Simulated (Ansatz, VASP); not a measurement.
## Rh: VASP beside Ansatz

Contents of INCAR:

```
PREC = Accurate ; ENCUT = 520
EDIFF = 1E-6 ; ISMEAR = 1
SIGMA = 0.01 ; LREAL = False
LASPH = True ; NELM = 60
ALGO = Normal ; ISIF = 2
LWAVE = False ; LCHARG = False
GGA = PE ; NBANDS = 14
```

File KPOINTS:

```
Automatic mesh
0
Gamma
  14 14 14
```

POSCAR

```
Rh
1.0
    0.0000000000      1.9160595532      1.9160595532
    1.9160595532      0.0000000000      1.9160595532
    1.9160595532      1.9160595532      0.0000000000
Rh
1
Direct
    0.0000000000      0.0000000000      0.0000000000
```

Input for Ansatz:

```yaml
crystal:
  lattice:
    - [0.0, 1.9160595532, 1.9160595532]
    - [1.9160595532, 0.0, 1.9160595532]
    - [1.9160595532, 1.9160595532, 0.0]
  atoms:
    - { symbol: Rh, position: [0.0, 0.0, 0.0] }
hamiltonian:
  xc: pbe
  pseudopotentials:
    kind: paw
    azcp:
      Rh: "pseudopotentials/Rh.paw.azcp"
basis:
  ecutwfc: 420
  fft_grid_basis: typed
kpoints:
  mp_grid: { grid: [14, 14, 14], shift: [0, 0, 0] }
magnetization:
  spin_polarized: false
scf:
  occupations: { method: methfessel_paxton, width: 0.01 }
  lower_state_search: "off"
output:
  stress: true
```

Alike in both runs: task single point; functional PBE; k mesh 14 × 14 × 14; occupations methfessel-paxton of order 1, width 0.01 eV; no spin polarisation.

|  | VASP | Ansatz |
| --- | --- | --- |
| version | VASP 6.6.1 | Ansatz 0.2.0 |
| potentials or method | VASP PAW PBE potentials, release 64 (Rh_pv) | plane waves (420 eV) with PAW, scalar-relativistic |
| plane-wave cutoff (eV) | 520 | 420 |
| valence electrons in the cell | 15 | 17 |

```csv
,VASP,Ansatz,Ansatz less VASP
pressure (GPa),-0.4,-0.4,-0.03
```

With one functional, cell and mesh, what is left measures potentials, basis and numerics. The two sets of potentials don't hold the same shells in valence.
